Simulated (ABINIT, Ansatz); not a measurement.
An input for ABINIT 10.8.3 (CdS (Hawleyite)):

```
acell 3*1.0 Angstrom
rprim 
  -0.000000000000 2.916500000000 2.916500000000
  2.916500000000 -0.000000000000 2.916500000000
  2.916500000000 2.916500000000 -0.000000000000
ntypat 2
znucl 48 16
natom 2
typat 1 2
xred 
  0.000000000000 0.000000000000 0.000000000000
  0.250000000000 0.250000000000 0.250000000000
pp_dirpath "pseudos"
pseudos "Cd.upf, S.upf"
ecut 47
ngkpt 4 4 4
nshiftk 1
shiftk 0 0 0
kptopt 1
chksymbreak 0
istwfk *1
occopt 1
irdwfk 1
optdriver 3
nband 58
ecuteps 4.2
inclvkb 2
awtr 1
symchi 1
indata_prefix "in"
outdata_prefix "out"
tmpdata_prefix "tmp"
```

```sh
OMP_NUM_THREADS=1 mpirun -n 4 abinit run.abi > log
```

Q: Estimate wall time and host memory on 4 MPI ranks of Intel Xeon Platinum 8488C (Sapphire Rapids), shared host.

It took 15 s; on shared hardware allow 7.6 s to 30 s. Peak host memory was 0.85 GiB.

[Paths, hosts, dates, memory and timing lines, banners, echoed tables and standing remarks are left out of the program output.]

[Logs are printed without paths, hosts, clocks, repeated set-up lines and the standing remarks that a program may print on its own settings, such as how far it seeks lower states.]

[Runs of the session that timed out or met a known fault of the program may be left out.]

[Hosts, paths, dates, database ids (printed as entryN), source tags and the programs' standing remarks are cut or masked in the printed files.]

[G0W0 gaps are taken among the corrected bands and points alone; a level outside them can change the order at an edge.]

[Where Ansatz stands beside ABINIT at settings called matched, ABINIT's density can come from a denser mesh and the files from another edition; pairs whose starting gaps differed by over 0.03 eV were left out, so agreement reads better than it is.]
